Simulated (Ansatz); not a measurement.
Crystal: CoPtO2.

```
Pt Co O
1.0
     1.41227    0.81537    5.93939
    -1.41227    0.81537    5.93939
     0.00000   -1.63075    5.93939
Pt Co O
1 1 2
Cartesian
  0.0000 0.0000 0.0000
  0.0000 0.0000 8.9091
  0.0000 0.0000 2.0000
  0.0000 0.0000 15.8182
```

The cell is a database's computed one.

Alike in all runs: program Ansatz 0.2.0; functional PBE; potentials or basis Ansatz PAW; cutoff 420 eV (not typed: the program's choice for these potentials); k mesh 9 × 9 × 9; occupations fermi-dirac, width 0.05 eV.

Starts and where they ended:

| start | free energy over the lowest (meV/atom) | net moment (μB) | site or absolute moments (μB) | gap |
| --- | --- | --- | --- | --- |
| collinear spin, ferromagnetic start of up to 3 μB; fixed moment 3 | 320.9 | 3.00 | Pt +0.16; Co +2.19; O +0.21 | - |
| collinear spin, ferromagnetic start of up to 1.5 μB; fixed moment 1.5 | 157.0 | 1.50 | Pt +0.18; Co +1.07; O +0.06 | - |
| collinear spin, ferromagnetic start of up to 2 μB; fixed moment 2 | 214.5 | 2.00 | Pt +0.15; Co +1.50; O +0.09 | - |
| collinear spin, ferromagnetic start of up to 0.5 μB; fixed moment 0.5 | 38.2 | 0.50 | Pt +0.16; Co +0.25; O +0.01 | - |
| collinear spin, program default start; fixed moment 0 | 0.0 | 0.00 | - | - |
| collinear spin, ferromagnetic start of up to 1 μB; fixed moment 1 | 97.2 | 1.00 | Pt +0.19; Co +0.64; O +0.03 | - |
| collinear spin, ferromagnetic start of up to 2.5 μB; fixed moment 2.5 | 267.8 | 2.50 | Pt +0.14; Co +1.87; O +0.15 | - |
| collinear spin, ferromagnetic start of up to 4 μB; fixed moment 4 | 447.9 | 4.00 | Pt +0.34; Co +2.63; O +0.34 | - |

All polarised runs hold their moment fixed, so the table maps the energy against it. A still lower state may exist.

Caveats: the total moment is fixed, so each spin has its own Fermi level; a cell with one magnetic atom can't hold antiferromagnetic order, which such compounds often take (some runs); forces of over 1 eV/Å show positions far from the minimum, so gaps and moduli don't describe the material at rest (some runs).
